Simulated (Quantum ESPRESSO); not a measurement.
# Si in Quantum ESPRESSO: a series of runs, part 2 of 2

Quantum ESPRESSO 7.5.

### 3 Work function, PBE

Contents of pw.in:

```
&CONTROL
  calculation = 'scf'
  prefix = 'pwscf'
  outdir = './tmp'
  pseudo_dir = './pseudo'
  tprnfor = .true.
  disk_io = 'low'
/
&SYSTEM
  ibrav = 0
  celldm(1) = 8
  nat = 6
  ntyp = 1
  ecutwfc = 29
  nbnd = 19
  occupations = 'smearing'
  smearing = 'fd'
  degauss = 0.00367493
/
&ELECTRONS
  conv_thr = 6d-09
  electron_maxstep = 150
  mixing_beta = 0.3
  mixing_mode = 'local-TF'
/
ATOMIC_SPECIES
Si    28.0850 Si.upf
CELL_PARAMETERS alat
  0.9050175871083   0.0000000000000   0.0000000000000
 -0.4525087935392   0.7837682213125   0.0000000000000
  0.0000000000000   0.0000000000000   5.2276090683967
ATOMIC_POSITIONS crystal
Si     0.6666666700    0.3333333400    0.3388964666
Si     0.3333333300    0.6666666600    0.3749564374
Si     0.3333333300    0.6666666600    0.4819700146
Si     0.6666666700    0.3333333400    0.5180299854
Si     0.6666666700    0.3333333400    0.6250435626
Si     0.3333333300    0.6666666600    0.6611035334
K_POINTS automatic
8 8 1 0 0 0
```

Contents of pp_density.in:

```
&INPUTPP
  prefix = 'pwscf'
  outdir = './tmp'
  filplot = 'density.dat'
  plot_num = 0
/
&PLOT
  nfile = 1
  filepp(1) = 'density.dat'
  iflag = 3
  output_format = 6
  fileout = 'density.cube'
/
```

Contents of pp_potential.in:

```
&INPUTPP
  prefix = 'pwscf'
  outdir = './tmp'
  filplot = 'potential.dat'
  plot_num = 11
/
&PLOT
  nfile = 1
  filepp(1) = 'potential.dat'
  iflag = 3
  output_format = 6
  fileout = 'potential.cube'
/
```

Contents of pp_elf.in:

```
&INPUTPP
  prefix = 'pwscf'
  outdir = './tmp'
  filplot = 'elf.dat'
  plot_num = 8
/
&PLOT
  nfile = 1
  filepp(1) = 'elf.dat'
  iflag = 3
  output_format = 6
  fileout = 'elf.cube'
/
```

Potentials or basis: PseudoDojo 0.4.1 SR PBE standard.

Run with:

```sh
OMP_NUM_THREADS=1 mpirun -n 2 pw.x -nk 2 -in pw.in > pw.out
OMP_NUM_THREADS=1 mpirun -n 1 pp.x -in pp_density.in > pp_density.out
OMP_NUM_THREADS=1 mpirun -n 1 pp.x -in pp_potential.in > pp_potential.out
OMP_NUM_THREADS=1 mpirun -n 1 pp.x -in pp_elf.in > pp_elf.out
```

pw.out:

```text
This program is part of the open-source Quantum ESPRESSO suite
     for quantum simulation of materials; please cite
[... 6 lines left out ...]
     using ibrav=0 with symmetry is DISCOURAGED, use correct ibrav instead

     K-points division:     npool     =       2
     Subspace diagonalization in iterative solution of the eigenvalue problem:
     a serial algorithm will be used

     G-vector sticks info
     --------------------
     sticks:   dense  smooth     PW     G-vecs:    dense   smooth      PW
     Sum         421     421    121                40211    40211    6655

     Using Slab Decomposition

     bravais-lattice index     =            0
     lattice parameter (alat)  =       8.0000  a.u.
     unit-cell volume          =    1898.5312 (a.u.)^3
     number of atoms/cell      =            6
     number of atomic types    =            1
     number of electrons       =        24.00
     number of Kohn-Sham states=           19
     kinetic-energy cutoff     =      29.0000  Ry
     charge density cutoff     =     116.0000  Ry
     scf convergence threshold =      6.0E-09
     mixing beta               =       0.3000
     number of iterations used =            8  local-TF  mixing
     Exchange-correlation= PBE
                           (   1   4   3   4   0   0   0)

     celldm(1)=   8.000000  celldm(2)=   0.000000  celldm(3)=   0.000000
     celldm(4)=   0.000000  celldm(5)=   0.000000  celldm(6)=   0.000000

     crystal axes: (cart. coord. in units of alat)
               a(1) = (   0.905018   0.000000   0.000000 )
               a(2) = (  -0.452509   0.783768   0.000000 )
               a(3) = (   0.000000   0.000000   5.227609 )

     reciprocal axes: (cart. coord. in units 2 pi/alat)
               b(1) = (  1.104951  0.637944 -0.000000 )
               b(2) = (  0.000000  1.275887  0.000000 )
               b(3) = (  0.000000 -0.000000  0.191292 )

     PseudoPot. # 1 for Si read from file:
     Si.upf
     Pseudo is Norm-conserving + core correction, Zval =  4.0
     Generated using ONCVPSP code by D. R. Hamann
     Using radial grid of 1510 points,  6 beta functions with:
                l(1) =   0
                l(2) =   0
                l(3) =   1
                l(4) =   1
                l(5) =   2
                l(6) =   2

     atomic species   valence    mass     pseudopotential
     Si                4.00    28.08500     Si( 1.00)

     12 Sym. Ops., with inversion, found

   Cartesian axes

     site n.     atom                  positions (alat units)
         1        Si     tau(   1) = (   0.4525088   0.2612561   1.7716182  )
         2        Si     tau(   2) = (   0.0000000   0.5225121   1.9601257  )
         3        Si     tau(   3) = (   0.0000000   0.5225121   2.5195508  )
         4        Si     tau(   4) = (   0.4525088   0.2612561   2.7080582  )
         5        Si     tau(   5) = (   0.4525088   0.2612561   3.2674834  )
         6        Si     tau(   6) = (   0.0000000   0.5225121   3.4559908  )

     number of k points=    10  Fermi-Dirac smearing, width (Ry)=  0.0037
                       cart. coord. in units 2pi/alat
        k(    1) = (   0.0000000   0.0000000   0.0000000), wk =   0.0312500
        k(    2) = (   0.0000000   0.1594859   0.0000000), wk =   0.1875000
        k(    3) = (   0.0000000   0.3189719   0.0000000), wk =   0.1875000
        k(    4) = (   0.0000000   0.4784578   0.0000000), wk =   0.1875000
        k(    5) = (   0.0000000  -0.6379437   0.0000000), wk =   0.0937500
        k(    6) = (   0.1381189   0.2392289   0.0000000), wk =   0.1875000
        k(    7) = (   0.1381189   0.3987148   0.0000000), wk =   0.3750000
        k(    8) = (   0.1381189   0.5582007   0.0000000), wk =   0.3750000
        k(    9) = (   0.2762377   0.4784578   0.0000000), wk =   0.1875000
        k(   10) = (   0.2762377   0.6379437   0.0000000), wk =   0.1875000

     Dense  grid:    40211 G-vectors     FFT dimensions: (  25,  25, 144)

     Initial potential from superposition of free atoms

     starting charge      23.9963, renormalised to      24.0000

     negative rho (up, down):  8.982E-05 0.000E+00
     Starting wfcs are   24 randomized atomic wfcs

     Self-consistent Calculation

     iteration #  1     ecut=    29.00 Ry     beta= 0.30
     Davidson diagonalization with overlap
     ethr =  1.00E-02,  avg # of iterations =  4.0

     Threshold (ethr) on eigenvalues was too large:
     Diagonalizing with lowered threshold

     Davidson diagonalization with overlap
     ethr =  8.16E-04,  avg # of iterations =  1.9

     total energy              =     -50.62512524 Ry
     estimated scf accuracy    <       0.22125240 Ry
[... 171 lines left out ...]
     iteration # 22     ecut=    29.00 Ry     beta= 0.30
     Davidson diagonalization with overlap
     ethr =  1.85E-10,  avg # of iterations =  2.0

     End of self-consistent calculation

          k = 0.0000 0.0000 0.0000 (  5027 PWs)   bands (ev):

   -11.7319 -10.9043 -10.0378  -6.0321  -3.7851  -1.1244  -1.1244  -0.8685
    -0.5173  -0.5173   0.0024   0.0024   0.6568   1.5023   2.5686   2.5686
     2.5890   3.2068   3.4036
[... 15 lines left out ...]
   -10.2095  -9.3918  -8.4623  -6.9307  -5.9304  -5.0678  -3.9868  -2.4872
    -2.3647  -1.8503  -1.3007  -0.7360   0.0998   1.1100   1.5617   2.3559
     2.8344   3.9188   4.1522

          k = 0.0000-0.6379 0.0000 (  5020 PWs)   bands (ev):

    -9.5779  -8.8357  -7.7870  -7.6744  -6.8487  -6.0791  -3.6680  -2.6408
    -2.3870  -2.0022  -1.4503  -0.8849   0.0287   0.8717   1.5903   1.9959
     2.7732   3.6431   4.1022

          k = 0.1381 0.2392 0.0000 (  4976 PWs)   bands (ev):
[... 25 lines left out ...]
    -9.0581  -8.5641  -7.6107  -7.3045  -6.9222  -6.2803  -4.5467  -3.8343
    -3.1779  -2.9643  -2.4146  -0.4360  -0.0063   2.0281   2.9866   3.6059
     3.9872   4.3582   4.9340

     the Fermi energy is    -0.0917 ev

!    total energy              =     -50.59269888 Ry
     estimated scf accuracy    <          3.3E-09 Ry
     smearing contrib. (-TS)   =      -0.00139485 Ry
     internal energy E=F+TS    =     -50.59130402 Ry

     The total energy is F=E-TS. E is the sum of the following terms:
     one-electron contribution =    -360.65839158 Ry
     hartree contribution      =     185.56816276 Ry
     xc contribution           =     -18.28483785 Ry
     ewald contribution        =     142.78376265 Ry

     convergence has been achieved in  22 iterations

     Forces acting on atoms (cartesian axes, Ry/au):

     atom    1 type  1   force =     0.00000000    0.00000000    0.01710847
     atom    2 type  1   force =     0.00000000    0.00000000   -0.02625067
     atom    3 type  1   force =     0.00000000   -0.00000000    0.01211868
     atom    4 type  1   force =     0.00000000    0.00000000   -0.01211868
     atom    5 type  1   force =     0.00000000    0.00000000    0.02625067
     atom    6 type  1   force =     0.00000000   -0.00000000   -0.01710847

     Total force =     0.047511     Total SCF correction =     0.000053

=------------------------------------------------------------------------------=
   JOB DONE.
=------------------------------------------------------------------------------=
```

pp_density.out:

```text
This program is part of the open-source Quantum ESPRESSO suite
     for quantum simulation of materials; please cite
         "P. Giannozzi et al., J. Phys.:Condens. Matter 21 395502 (2009);
         "P. Giannozzi et al., J. Phys.:Condens. Matter 29 465901 (2017);
         "P. Giannozzi et al., J. Chem. Phys. 152 154105 (2020);
     in publications or presentations arising from this work. More details at

     IMPORTANT: XC functional enforced from input :
     Exchange-correlation= PBE
                           (   1   4   3   4   0   0   0)
     Any further DFT definition will be discarded
     Please, verify this is what you really want

     G-vector sticks info
     --------------------
     sticks:   dense  smooth     PW     G-vecs:    dense   smooth      PW
     Sum         421     421    121                40211    40211    6655

     Using Slab Decomposition

     Calling punch_plot, plot_num =   0
     Writing data to file  density.dat
     Reading data from file  density.dat

     Writing data to be plotted to file density.cube
     Plot Type: 3D                     Output format: Gaussian cube

=------------------------------------------------------------------------------=
   JOB DONE.
=------------------------------------------------------------------------------=
```

Run time: 21 s. Hardware: 2 MPI ranks of Arm Neoverse V2, shared host; peak memory 0.2 GiB.

The run converged, but some of its settings lie outside the range that counts as converged, so its numbers aren't taken as properties of the slab.

Results:

- Free energy: -688.3487 eV
- Largest force: 0.675 eV/Å
- Band gap on the k mesh: none (metal or under the smearing width)
- Work function of the upper face: 4.77 eV
- Work function of the lower face: 4.77 eV

### 4 Work function, PBE

Changes to pw.in since step 3:

```diff
@@ -13,3 +13,3 @@
   ntyp = 1
-  ecutwfc = 29
+  ecutwfc = 36
   nbnd = 19
```

pp_density.in is that of step 3.

pp_potential.in is that of step 3.

pp_elf.in is that of step 3.

Potentials or basis: PseudoDojo 0.4.1 SR PBE standard.

Run with:

```sh
OMP_NUM_THREADS=1 mpirun -n 2 pw.x -nk 2 -in pw.in > pw.out
OMP_NUM_THREADS=1 mpirun -n 1 pp.x -in pp_density.in > pp_density.out
OMP_NUM_THREADS=1 mpirun -n 1 pp.x -in pp_potential.in > pp_potential.out
OMP_NUM_THREADS=1 mpirun -n 1 pp.x -in pp_elf.in > pp_elf.out
```

pw.out:

```text
This program is part of the open-source Quantum ESPRESSO suite
     for quantum simulation of materials; please cite
[... 6 lines left out ...]
     using ibrav=0 with symmetry is DISCOURAGED, use correct ibrav instead

     K-points division:     npool     =       2
     Subspace diagonalization in iterative solution of the eigenvalue problem:
     a serial algorithm will be used

     G-vector sticks info
     --------------------
     sticks:   dense  smooth     PW     G-vecs:    dense   smooth      PW
     Sum         511     511    151                55293    55293    8985

     Using Slab Decomposition

     bravais-lattice index     =            0
     lattice parameter (alat)  =       8.0000  a.u.
     unit-cell volume          =    1898.5312 (a.u.)^3
     number of atoms/cell      =            6
     number of atomic types    =            1
     number of electrons       =        24.00
[... 246 lines left out ...]
     2.8326   3.9167   4.1499

          k = 0.0000-0.6379 0.0000 (  6934 PWs)   bands (ev):

    -9.5772  -8.8351  -7.7865  -7.6738  -6.8482  -6.0786  -3.6676  -2.6404
    -2.3867  -2.0019  -1.4501  -0.8852   0.0285   0.8701   1.5886   1.9944
     2.7713   3.6414   4.1000

          k = 0.1381 0.2392 0.0000 (  6889 PWs)   bands (ev):
[... 25 lines left out ...]
    -9.0574  -8.5634  -7.6102  -7.3041  -6.9217  -6.2798  -4.5461  -3.8339
    -3.1775  -2.9639  -2.4142  -0.4362  -0.0065   2.0267   2.9851   3.6043
     3.9854   4.3560   4.9312

     the Fermi energy is    -0.0920 ev

!    total energy              =     -50.59349482 Ry
     estimated scf accuracy    <          1.5E-10 Ry
     smearing contrib. (-TS)   =      -0.00139485 Ry
     internal energy E=F+TS    =     -50.59209997 Ry

     The total energy is F=E-TS. E is the sum of the following terms:
     one-electron contribution =    -360.66064231 Ry
     hartree contribution      =     185.57008831 Ry
     xc contribution           =     -18.28530862 Ry
     ewald contribution        =     142.78376265 Ry

     convergence has been achieved in  18 iterations

     Forces acting on atoms (cartesian axes, Ry/au):

     atom    1 type  1   force =     0.00000000   -0.00000000    0.01715912
     atom    2 type  1   force =     0.00000000    0.00000000   -0.02620560
     atom    3 type  1   force =     0.00000000   -0.00000000    0.01209921
     atom    4 type  1   force =     0.00000000   -0.00000000   -0.01209921
     atom    5 type  1   force =     0.00000000   -0.00000000    0.02620560
     atom    6 type  1   force =     0.00000000   -0.00000000   -0.01715912

     Total force =     0.047488     Total SCF correction =     0.000003

=------------------------------------------------------------------------------=
   JOB DONE.
=------------------------------------------------------------------------------=
```

pp_potential.out:

```text
This program is part of the open-source Quantum ESPRESSO suite
     for quantum simulation of materials; please cite
         "P. Giannozzi et al., J. Phys.:Condens. Matter 21 395502 (2009);
         "P. Giannozzi et al., J. Phys.:Condens. Matter 29 465901 (2017);
         "P. Giannozzi et al., J. Chem. Phys. 152 154105 (2020);
     in publications or presentations arising from this work. More details at

     IMPORTANT: XC functional enforced from input :
     Exchange-correlation= PBE
                           (   1   4   3   4   0   0   0)
     Any further DFT definition will be discarded
     Please, verify this is what you really want

     G-vector sticks info
     --------------------
     sticks:   dense  smooth     PW     G-vecs:    dense   smooth      PW
     Sum         511     511    151                55293    55293    8985

     Using Slab Decomposition

     Calling punch_plot, plot_num =  11
     Writing data to file  potential.dat
     Reading data from file  potential.dat

     Writing data to be plotted to file potential.cube
     Plot Type: 3D                     Output format: Gaussian cube

=------------------------------------------------------------------------------=
   JOB DONE.
=------------------------------------------------------------------------------=
```

Run time: 28 s. Hardware: 2 MPI ranks of Arm Neoverse V2, shared host; peak memory 0.24 GiB.

Results:

```yaml
Free_energy: -688.3596 eV
Largest_force: 0.674 eV/Å
Band_gap_on_the_k_mesh: none (metal or under the smearing width)
Work_function_of_the_upper_face: 4.77 eV
Work_function_of_the_lower_face: 4.77 eV
```

Forces in eV/Å, atoms in the order of the input:
```
Si   0.000  0.000  0.441
Si   0.000  0.000 -0.674
Si   0.000  0.000  0.311
Si   0.000  0.000 -0.311
Si   0.000  0.000  0.674
Si   0.000  0.000 -0.441
```
